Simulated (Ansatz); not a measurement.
This was printed by a script on Ansatz 0.2.0 through its Python package, for a comparison of functionals at one structure of WS₂, space group R3m. What did the script look like? Use (first run): LDA, PAW, cutoff 650 eV, 12×12×12 k-points, Fermi-Dirac smearing of 0.1 eV. The script varies functional: lda, blyp, r2scan.

The script reads `ws2.cif`:
```cif
data_WS2
_cell_length_a 6.427363
_cell_length_b 6.427363
_cell_length_c 6.427363
_cell_angle_alpha 28.44267
_cell_angle_beta 28.44267
_cell_angle_gamma 28.44267
_symmetry_space_group_name_H-M 'P 1'
_symmetry_Int_Tables_number 1
loop_
_symmetry_equiv_pos_as_xyz
'x, y, z'
loop_
_atom_site_label
_atom_site_type_symbol
_atom_site_fract_x
_atom_site_fract_y
_atom_site_fract_z
W1 W    0.000000    0.000000    0.000000
S2 S    0.249700    0.249700    0.249700
S3 S    0.419000    0.419000    0.419000
```

Running `python ws2_xc.py` prints:
```text
  functional   F/atom (eV)    iterations      k-points
         lda   -3957.22269             9           189
        blyp   -4074.76499            10           189
      r2scan   -4070.54054             9           189
```

One script that gives this output:

Script `ws2_xc.py`:
```python
"""One structure of WS2 under several functionals."""

import warnings

import ansatz as az
from ase.io import read


def main() -> None:
    warnings.simplefilter("ignore", az.DeckWarning)

    atoms = read("ws2.cif")
    system = az.Crystal.from_ase(atoms)

    calc = system.calculation()
    calc = calc.pseudopotentials("paw")
    calc = calc.occupations(az.OccupationsMethod.FERMI_DIRAC, width=100 * az.meV)
    calc = calc.basis(650).kpoints(12, 12, 12)
    calc = calc.scf(tolerance=1e-09)

    rows = []
    for value in ["lda", "blyp", "r2scan"]:
        rep = calc.functional(value).run(threads=1).report
        rows.append((value, rep["free_energy_ev"] / len(rep["lattice"]["sites"]), rep["n_iterations"], rep["n_kpoints"]))

    print("  functional   F/atom (eV)    iterations      k-points")
    for row in rows:
        print(f"{str(row[0]):>12s}  {row[1]:12.5f}  {row[2]:12d}  {row[3]:12d}")


if __name__ == "__main__":
    main()
```

Caveats:
- The run is spin-unpolarised.
- Spin-orbit coupling, which matters for elements this heavy, is left out.
- The structure is a deposited one; some such entries were measured under pressure or heat, so a shift against it needn't be the functional's error alone.
- Total energies of different functionals can't be compared; pressures, moments and gaps at this one structure can.
- Run time: 2 min on 1 thread of Arm Neoverse V1 (shared host), peak memory 0.83 GiB.
